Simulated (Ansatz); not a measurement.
# Al2Cu: tests of the settings

The task here is to estimate one member of a computed series from the others.

Computed with Ansatz 0.2.0 (DFT PBEsol, scalar-relativistic, plane waves, PAW for the base; runs at other levels say so in their headings and inputs, unless a step's input says otherwise).

**The starting structure**

It takes space group P4/mmm (No. 123, tetragonal). Conventional cell: a = 4.105 Å, b = 4.105 Å, c = 2.891 Å, α = 90.00°, β = 90.00°, γ = 90.00°. Around Al (site symmetry mmm) lie 4 Cu at 2.51 Å. Cu (site symmetry 4/mmm) is surrounded by 8 Al at 2.51 Å.

Structure file:

```xyz
3
Lattice="4.1052 0.0000 0.0000 0.0000 4.1052 0.0000 0.0000 0.0000 2.8913" Properties=species:S:1:pos:R:3 pbc="T T T"
Al    2.0526    0.0000    1.4457
Al    0.0000    2.0526    1.4457
Cu    0.0000    0.0000    0.0000
```

The structure comes from the Materials Project (structure only); it is used as listed.

Set-up of the first run:

Contents of input.yaml:

```yaml
crystal:
  lattice:
    - [4.105182, 0.0, 0.0]
    - [0.0, 4.105182, 0.0]
    - [0.0, 0.0, 2.891313]
  atoms:
    - { symbol: Al, position: [0.5, 0.0, 0.5] }
    - { symbol: Al, position: [0.0, 0.5, 0.5] }
    - { symbol: Cu, position: [0.0, 0.0, 0.0] }
basis:
  ecutwfc: 420
kpoints:
  mp_grid: { grid: [4, 4, 6] }
hamiltonian:
  xc: pbesol
scf:
  occupations: { method: gaussian, width: 0.1 }
output:
  forces: true
  stress: true
  eigenvalues: true
```

Launch:

```bash
$ ansatz run input.yaml --threads 1 --pin off --max-ram 2560MiB --backend cpu --events-out ev --progress --plain --runs-dir out
```

Steps of the session up to this table: Quick check of gap, pressure and forces; The base run; Functional set to LDA; Functional set to PBE; Functional: r2SCAN; Functional: HSE06.

One table of the session follows, with a row left open; its other results are not shown here.

It belongs to the step «The sweep of the functional side by side». 

| functional | pressure (GPa) |
| --- | --- |
| PBEsol | ? |
| LDA | -5.1 |
| PBE | 0.5 |
| r2SCAN | -2.2 |
| HSE06 | -0.4 |

**Question.** Estimate the row for PBEsol.

**Answer.** pressure (GPa): -2.4. In the column «pressure (GPa)» it lies between LDA (-5.1) and r2SCAN (-2.2).

To keep in mind: Warnings in the runs' records: filled band counts differ across k points, stress exchange threshold loose, stress scf threshold loose.
